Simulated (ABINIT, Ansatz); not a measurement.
# KBr (Fm-3m): a worked LO-TO splitting

How high does the longitudinal optical mode of KBr (Fm-3m) lie, given the transverse one, the Born charge and ε∞?

Main program and level: ABINIT 10.8.3; DFT LDA, scalar-relativistic, plane waves, PseudoDojo norm-conserving pseudopotentials.

### 1. The relaxed structure

Symmetry: Fm-3m, No. 225, cubic system. The conventional cell has a = 6.370 Å, b = 6.370 Å, c = 6.370 Å, α = 90.00°, β = 90.00°, γ = 90.00°. Nearest to K lie 6 Br at 3.19 Å. Br has 6 K at 3.19 Å nearest. Farther neighbours and most contacts between anions are not listed.

This is the cell after its relaxation at this level of theory, not the database cell from which that began.

### 2. What the response run gave

A linear-response run on the relaxed cell, with the response to an electric field; only its zone-centre results are used. Cutoff 40 Ha, k mesh 6×6×6.

Numbers of over 12 decimals in the logs are rounded to 6 here.

The log of the run:

```text
[banners, grids, parts of the stress and lines that vanish by symmetry left out]
- input  file    -> dfpt_gamma.abi
- output file    -> dfpt_gamma.abo
- root for input  files -> dfpt_gammai
[...]
DATASET    1 : space group Fm -3 m (#225); Bravais cF (face-center cubic)
[...]
nfft =      125000          nkpt =         112
[...]
DATASET    2 : space group Fm -3 m (#225); Bravais cF (face-center cubic)
[...]
nfft =      125000          nkpt =         112
[...]
== DATASET  1 ==================================================================
[...]
cutoff_energies: {ecut:  40.0, pawecutdg:  -1.0, }
[...]
- 35.00000   7.00000  180309                  znucl, zion, pspdat
[...]
Perturbation : derivative vs k along direction   1
[...]
-ETOT  1  -12.536073242684     -1.254E+01 3.837E-01 0.000E+00
 ETOT  2  -12.590573713767     -5.450E-02 6.436E-03 0.000E+00
 ETOT  3  -12.591151614533     -5.779E-04 3.870E-05 0.000E+00
 ETOT  4  -12.591159775495     -8.161E-06 1.216E-06 0.000E+00
 ETOT  5  -12.591159918480     -1.430E-07 4.879E-08 0.000E+00
[...]
At SCF step   14   max residual=  9.97E-21 < tolwfr=  1.00E-20 =>converged.
[...]
Perturbation : derivative vs k along direction   2
[...]
-ETOT  1  -12.536120496066     -1.254E+01 3.837E-01 0.000E+00
[...]
At SCF step   14   max residual=  9.97E-21 < tolwfr=  1.00E-20 =>converged.
[...]
Perturbation : derivative vs k along direction   3
[...]
-ETOT  1  -12.536073243026     -1.254E+01 3.837E-01 0.000E+00
[...]
At SCF step   14   max residual=  9.97E-21 < tolwfr=  1.00E-20 =>converged.
[...]
1        1       1.3504734871    0.0000000000
     1        2      -0.6752367435   -0.0000000000
     1        3      -0.6752367435   -0.0000000000
     2        1      -0.6752367435   -0.0000000000
     2        2       1.3504734871    0.0000000000
     2        3       0.6752367435    0.0000000000
     3        1      -0.6752367435   -0.0000000000
     3        2       0.6752367435    0.0000000000
     3        3       1.3504734871    0.0000000000
[...]
== DATASET  2 ==================================================================
[...]
cutoff_energies: {ecut:  40.0, pawecutdg:  -1.0, }
[...]
Perturbation : displacement of atom   1   along direction   1
[...]
-ETOT  1   5.452547     -2.370E+03 7.096E+00 5.692E+02
[...]
At SCF step   12       vres2   =  1.14E-11 < tolvrs=  1.00E-10 =>converged.
[...]
At SCF step    9       vres2   =  8.98E-11 < tolvrs=  1.00E-10 =>converged.
[...]
-ETOT  1  0.546871     -1.726E+01 1.487E+00 1.496E+03
[...]
ETOT  8  7.51665228690477E-02 -2.131E-11 3.707E-12 4.778E-09
 ETOT  9  7.51665228679961E-02 -1.052E-12 1.261E-13 8.343E-11
 At SCF step    9       vres2   =  8.34E-11 < tolvrs=  1.00E-10 =>converged.
[...]
Dielectric tensor, in cartesian coordinates,
[...]
1    4   1    4         2.7656850543        -0.0000000000
   1    4   2    4         0.0000000000        -0.0000000000
   1    4   3    4         0.0000000000        -0.0000000000
   2    4   1    4         0.0000000000        -0.0000000000
   2    4   2    4         2.7656850543        -0.0000000000
   2    4   3    4        -0.0000000000        -0.0000000000
   3    4   1    4         0.0000000000        -0.0000000000
   3    4   2    4        -0.0000000000        -0.0000000000
   3    4   3    4         2.7656850543        -0.0000000000
  Effective charges, in cartesian coordinates,
[...]
1    1   1    4         1.1017751701         0.0000000000
   2    1   1    4         0.0000000000         0.0000000000
   3    1   1    4        -0.0000000000         0.0000000000
   1    2   1    4        -1.1042813486         0.0000000000
   2    2   1    4        -0.0000000000         0.0000000000
[...]
Effective charges, in cartesian coordinates,
[...]
Rigid-atom elastic tensor , in cartesian coordinates,
[...]
Rigid-atom proper piezoelectric tensor, in cartesian coordinates,
[...]
2    4   2    6         0.0000000000         0.0000000000
   2    4   3    6         0.0000000000         0.0000000000
   3    4   1    5         0.0000000000         0.0000000000
   3    4   2    5         0.0000000000         0.0000000000
   3    4   3    5         0.0000000000         0.0000000000
   3    4   1    6         0.0000000000         0.0000000000
   3    4   2    6         0.0000000000         0.0000000000
   3    4   3    6         0.0000000000         0.0000000000
  Phonon wavevector (reduced coordinates) :  0.00000  0.00000  0.00000
 Phonon energies in Hartree :
[...]
Phonon frequencies in cm-1    :
-  3.471334E-01  3.471335E-01  3.471339E-01  1.299870E+02  1.299870E+02
-  1.299870E+02
  Phonon at Gamma, with non-analyticity in the
[...]
Phonon energies in Hartree :
[...]
Phonon frequencies in cm-1    :
-  3.471334E-01  3.471335E-01  3.590220E-01  1.299870E+02  1.299870E+02
-  1.721761E+02
  Phonon at Gamma, with non-analyticity in the
[...]
Phonon energies in Hartree :
[...]
Phonon frequencies in cm-1    :
-  3.471334E-01  3.471339E-01  3.590216E-01  1.299870E+02  1.299870E+02
-  1.721761E+02
  Phonon at Gamma, with non-analyticity in the
[...]
Phonon energies in Hartree :
[...]
Phonon frequencies in cm-1    :
-  3.471335E-01  3.471339E-01  3.590215E-01  1.299870E+02  1.299870E+02
-  1.721761E+02
[...]
fcart2     0.0000000000E+00  0.0000000000E+00  0.0000000000E+00
           strten2     0.0000000000E+00  0.0000000000E+00  0.0000000000E+00
================================================================================
```

```
                       quantity   value
             cell volume Ω (Å³)  64.631
                  mass of K (u)  39.098
                 mass of Br (u)  79.904
      Born charge of K, raw (e)   1.102
     Born charge of Br, raw (e)  -1.104
                             ε∞   2.766
ω(TO) after the sum rule (cm⁻¹)   130.0
```

### 3. The calculation

The charges must sum to zero over the cell; taking off their mean, -0.001 e, leaves Z* = 1.103 e on K. In the polar mode K moves against Br, so the reduced mass is μ = 39.10 × 79.90 / 119.00 = 26.253 u.

A longitudinal wave builds up a field that adds to the restoring force: ω(LO)² = ω(TO)² + 4π Z*² / (μ Ω ε∞), in Hartree atomic units. With μ = 47855 electron masses and Ω = 436.15 bohr³ the second term is 2.6487e-07 Ha², or 12758 cm⁻² (1 Ha = 219474.6 cm⁻¹).

So ω(LO) = √(16897 + 12758) = 172.2 cm⁻¹, and by the Lyddane-Sachs-Teller relation ε₀ = ε∞ (ω(LO)/ω(TO))² = 4.85.

### 4. Check against the program

The analysis program adds the same non-analytic term to the full matrix.

The log of the run:

```text
[banners, grids, parts of the stress and lines that vanish by symmetry left out]
-outvars_anaddb: echo values of input variables ----------------------

 Flags :
[...]
Dielectric Tensor and Effective Charges
[...]
Effective charge tensors after
[...]
Phonon wavevector (reduced coordinates) :  0.00000  0.00000  0.00000
 Phonon energies in Hartree :
[...]
Phonon energies in meV     :
-  0.000000E+00  0.000000E+00  0.000000E+00  1.611624E+01  1.611624E+01
-  1.611624E+01
 Phonon frequencies in cm-1    :
-  0.000000E+00  0.000000E+00  0.000000E+00  1.299862E+02  1.299862E+02
-  1.299862E+02
 Phonon frequencies in Thz     :
-  0.000000E+00  0.000000E+00  0.000000E+00  3.896889E+00  3.896889E+00
-  3.896889E+00
 Phonon energies in Kelvin  :
-  0.000000E+00  0.000000E+00  0.000000E+00  1.870212E+02  1.870212E+02
-  1.870212E+02
[...]
-  1  0.00000000E+00  0.00000000E+00  2.14705024E-03
-     0.00000000E+00  0.00000000E+00  0.00000000E+00
-  2  0.00000000E+00  0.00000000E+00  2.14705071E-03
-     0.00000000E+00  0.00000000E+00  0.00000000E+00
[...]
-  1  0.00000000E+00  2.14705024E-03  0.00000000E+00
-     0.00000000E+00  0.00000000E+00  0.00000000E+00
-  2  0.00000000E+00  2.14705071E-03  0.00000000E+00
-     0.00000000E+00  0.00000000E+00  0.00000000E+00
[...]
-  1  2.14705024E-03  0.00000000E+00  0.00000000E+00
-     0.00000000E+00  0.00000000E+00  0.00000000E+00
-  2  2.14705071E-03  0.00000000E+00  0.00000000E+00
-     0.00000000E+00  0.00000000E+00  0.00000000E+00
[...]
-  1  0.00000000E+00 -1.07572755E-07  3.06935856E-03
-     0.00000000E+00  0.00000000E+00  0.00000000E+00
-  2  0.00000000E+00  0.00000000E+00 -1.50188571E-03
-     0.00000000E+00  0.00000000E+00  0.00000000E+00
[...]
-  1  0.00000000E+00  3.06935856E-03  1.07572595E-07
-     0.00000000E+00  0.00000000E+00  0.00000000E+00
-  2  0.00000000E+00 -1.50188571E-03  0.00000000E+00
-     0.00000000E+00  0.00000000E+00  0.00000000E+00
[...]
-  1  3.06935856E-03  0.00000000E+00  0.00000000E+00
-     0.00000000E+00  0.00000000E+00  0.00000000E+00
-  2 -1.50188571E-03  0.00000000E+00  0.00000000E+00
-     0.00000000E+00  0.00000000E+00  0.00000000E+00
[...]
-     1          0.000000    -0.000000    -0.000000     0.000000
-     2         -0.000000    -0.000000     0.000000     0.000000
-     3         -0.000000     0.000000     0.000000     0.000000
-     4          0.000003    -0.000052     1.475579     1.475579
-     5          0.000044     1.475579     0.000052     1.475579
-     6          1.475579    -0.000044    -0.000003     1.475579
[...]
-   1     Real    0.0000E+00  0.0000E+00  0.0000E+00  0.0000E+00  0.0000E+00  0.0000E+00  0.0000E+00
[...]
-  5.162556E+00
 Phonon energies in Kelvin  :
-  0.000000E+00  0.000000E+00  0.000000E+00  1.870212E+02  1.870212E+02
-  2.477636E+02
[...]
-  1  0.00000000E+00  0.00000000E+00  2.14705024E-03
-     0.00000000E+00  0.00000000E+00  0.00000000E+00
-  2  0.00000000E+00  0.00000000E+00  2.14705071E-03
-     0.00000000E+00  0.00000000E+00  0.00000000E+00
[...]
Phonon at Gamma, with non-analyticity in the
[...]
Phonon energies in Hartree :
[...]
Phonon energies in meV     :
-  0.000000E+00  0.000000E+00  0.000000E+00  1.611624E+01  1.611624E+01
-  2.135062E+01
 Phonon frequencies in cm-1    :
-  0.000000E+00  0.000000E+00  0.000000E+00  1.299862E+02  1.299862E+02
-  1.722043E+02
 Phonon frequencies in Thz     :
-  0.000000E+00  0.000000E+00  0.000000E+00  3.896889E+00  3.896889E+00
-  5.162556E+00
 Phonon energies in Kelvin  :
-  0.000000E+00  0.000000E+00  0.000000E+00  1.870212E+02  1.870212E+02
-  2.477636E+02
[...]
Phonon at Gamma, with non-analyticity in the
[...]
Phonon energies in Hartree :
[...]
Phonon energies in meV     :
-  0.000000E+00  0.000000E+00  0.000000E+00  1.611624E+01  1.611624E+01
-  2.135062E+01
 Phonon frequencies in cm-1    :
-  0.000000E+00  0.000000E+00  0.000000E+00  1.299862E+02  1.299862E+02
-  1.722043E+02
 Phonon frequencies in Thz     :
-  0.000000E+00  0.000000E+00  0.000000E+00  3.896889E+00  3.896889E+00
-  5.162556E+00
 Phonon energies in Kelvin  :
-  0.000000E+00  0.000000E+00  0.000000E+00  1.870212E+02  1.870212E+02
-  2.477636E+02
[...]
-  1  2.32941921E-07 -2.14705019E-03 -5.96213872E-07
-     0.00000000E+00  0.00000000E+00  0.00000000E+00
-  2  2.33009540E-07 -2.14705060E-03 -5.96146434E-07
-     0.00000000E+00  0.00000000E+00  0.00000000E+00
[...]
-  1  2.14705027E-03  2.32989698E-07  0.00000000E+00
-     0.00000000E+00  0.00000000E+00  0.00000000E+00
-  2  2.14705067E-03  2.32922180E-07  0.00000000E+00
-     0.00000000E+00  0.00000000E+00  0.00000000E+00
[...]
-  1  3.38934128E-04  1.98095702E-03 -2.31989115E-03
-     0.00000000E+00  0.00000000E+00  0.00000000E+00
-  2 -1.65845831E-04 -9.69313612E-04  1.13515944E-03
-     0.00000000E+00  0.00000000E+00  0.00000000E+00
[...]
-  1  2.48309585E-03 -1.53507349E-03 -9.48022359E-04
-     0.00000000E+00  0.00000000E+00  0.00000000E+00
-  2 -1.21501808E-03  7.51135745E-04  4.63882339E-04
-     0.00000000E+00  0.00000000E+00  0.00000000E+00
[...]
Direction                     Dielectric constant
[...]
Elastic Tensor (clamped ion) (unit:10^2GP):
[...]
Elastic Tensor (relaxed ion) (unit:10^2GP):
[...]
-0.0000000  -0.0000000  -0.0000000   0.0000000  19.7222820  -0.0000000
   0.0000000   0.0000000   0.0000000  -0.0000000  -0.0000000  19.7222816
-
```

```
    quantity  by hand  program
ω(LO) (cm⁻¹)    172.2    172.2
          ε₀     4.85     4.85
```

### 5. Summary of results

```
TO mode                    : 130.0 cm⁻¹
LO mode                    : 172.2 cm⁻¹
static dielectric constant : 4.854
```

What this shows: The LO mode of KBr (Fm-3m) lies at 172 cm⁻¹, 42 cm⁻¹ above the TO mode; the formula meets the program within 0.1 cm⁻¹, as it must for a cubic crystal with one polar mode. ω(LO)² − ω(TO)² goes with Z*²/ε∞: an error of 5 % in ε∞ would move the LO mode by 1.8 cm⁻¹, and semilocal functionals tend to overestimate ε∞. These are harmonic values at zero temperature, at the volume of this functional, for the structure held cubic; stability elsewhere in the zone is no part of this calculation.

[Host names and launcher messages were left out of these logs when they were recorded.]

[Logs are printed without paths, hosts, clocks, repeated set-up lines and the standing remarks that a program may print on its own settings, such as how far it seeks lower states.]

[Hosts, paths, dates, database ids (printed as entryN), source tags and the programs' standing remarks are cut or masked in the printed files.]
